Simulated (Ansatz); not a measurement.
# Ta: a strain scan

This session takes Ta and sets out to see how energy and stress answer to the strain pattern (0, 0, 0, 0, 0, 1).

Program: Ansatz 0.2.0. Level of theory: DFT PBEsol, scalar-relativistic, plane waves, PAW. These are calculated values, not measurements.

2 further runs of the same task are left out: 2 set aside as unsound or not needed.

## 1. The structure to begin with

Symmetry: P6_3/mmc, No. 194, hexagonal system. Conventional cell: a = 2.867 Å, b = 2.867 Å, c = 5.091 Å, α = 90.00°, β = 90.00°, γ = 120.00°. Ta (site symmetry -6m2) has 12 Ta at 2.87 to 3.04 Å as nearest neighbours.

Structure file:

```cif
data_structure
_symmetry_space_group_name_H-M 'P6_3/mmc'
_symmetry_Int_Tables_number 194
_cell_length_a 2.8669
_cell_length_b 2.8669
_cell_length_c 5.0914
_cell_angle_alpha 90.000
_cell_angle_beta 90.000
_cell_angle_gamma 120.000
_cell_volume 36.24
loop_
_atom_site_label
_atom_site_type_symbol
_atom_site_symmetry_multiplicity
_atom_site_Wyckoff_symbol
_atom_site_fract_x
_atom_site_fract_y
_atom_site_fract_z
_atom_site_occupancy
Ta1 Ta 2 c 0.66667 0.33333 0.75000 1
```

It goes back to an entry of the Materials Project, which need not be the stable form.

It is the result of an earlier relaxation at this level (volume 18.12 Å³/atom; gap on the mesh: none (metal)).

## 2. Zero of the scan

Input file input.yaml:

```yaml
crystal:
  lattice:
    - [2.8669354486, 0.0, 0.0]
    - [-1.4334677243, 2.4828389295, 0.0]
    - [0.0, 0.0, 5.0914149207]
  atoms:
    - { symbol: Ta, position: [0.6666666667, 0.3333333333, 0.75] }
    - { symbol: Ta, position: [0.3333333333, 0.6666666667, 0.25] }
basis:
  ecutwfc: 420
kpoints:
  mp_grid: { grid: [24, 24, 12] }
hamiltonian:
  xc: pbesol
scf:
  occupations: { method: gaussian, width: 0.15 }
output:
  forces: true
  stress: true
  eigenvalues: true
```

The run is started by

```console
$ ansatz run input.yaml --threads 1 --pin off --max-ram 2560MiB --backend cpu --events-out ev --progress --plain --runs-dir out
```

## 3. The scan: a strain scan

The cell is strained by ε times the Voigt pattern (0, 0, 0, 0, 0, 1) (xx, yy, zz, yz, xz, xy; engineering shear), with fractional coordinates fixed (clamped ions). The stress on the pattern is the sum of the stress components weighted by it, tension positive.

## 4. Point ε = -0.0600

input.yaml, as its differences from that of step 2:

```diff
@@ -2,4 +2,4 @@
   lattice:
-    - [2.8669354486, 0.0, 0.0]
-    - [-1.4334677243, 2.4828389295, 0.0]
+    - [2.8669354486, -0.0860080635, 0.0]
+    - [-1.5079528922, 2.5258429612, 0.0]
     - [0.0, 0.0, 5.0914149207]
```

## 5. Point ε = 0.0450

input.yaml, as its differences from that of step 4:

```diff
@@ -2,4 +2,4 @@
   lattice:
-    - [2.8669354486, -0.0860080635, 0.0]
-    - [-1.5079528922, 2.5258429612, 0.0]
+    - [2.8669354486, 0.0645060476, 0.0]
+    - [-1.3776038484, 2.4505859057, 0.0]
     - [0.0, 0.0, 5.0914149207]
```

## 6. ε = -0.0300

input.yaml, as its differences from that of step 5:

```diff
@@ -2,4 +2,4 @@
   lattice:
-    - [2.8669354486, 0.0645060476, 0.0]
-    - [-1.3776038484, 2.4505859057, 0.0]
+    - [2.8669354486, -0.0430040317, 0.0]
+    - [-1.4707103082, 2.5043409454, 0.0]
     - [0.0, 0.0, 5.0914149207]
```

## 7. At ε = 0.0150

input.yaml, as its differences from that of step 6:

```diff
@@ -2,4 +2,4 @@
   lattice:
-    - [2.8669354486, -0.0430040317, 0.0]
-    - [-1.4707103082, 2.5043409454, 0.0]
+    - [2.8669354486, 0.0215020159, 0.0]
+    - [-1.4148464323, 2.4720879216, 0.0]
     - [0.0, 0.0, 5.0914149207]
```

## 8. ε = 0.0525

input.yaml, as its differences from that of step 7:

```diff
@@ -2,4 +2,4 @@
   lattice:
-    - [2.8669354486, 0.0215020159, 0.0]
-    - [-1.4148464323, 2.4720879216, 0.0]
+    - [2.8669354486, 0.0752570555, 0.0]
+    - [-1.3682932024, 2.4452104017, 0.0]
     - [0.0, 0.0, 5.0914149207]
```

(Steps that only read results are left out.)

Q: Predict the outcome of this session. Wanted: slope of the stress at ε = 0, from the points at -0.0300, 0 and 0.0150.

The runs gave:

```
                                                              quantity   value
slope of the stress at ε = 0, from the points at -0.0300, 0 and 0.0150  33 GPa
```

**Reading.** The slope of the stress at zero strain, 33 GPa, estimates C66 with clamped ions in this Cartesian frame; letting the atoms relax could not make it stiffer. The step is wide, so higher orders mix in. No sampled point lies below the undisturbed cell. The stress peaks at 1.0 GPa near ε = 0.045 and falls beyond it: the ideal strength along this path with clamped ions. The runs treat Ta without spin-orbit coupling.
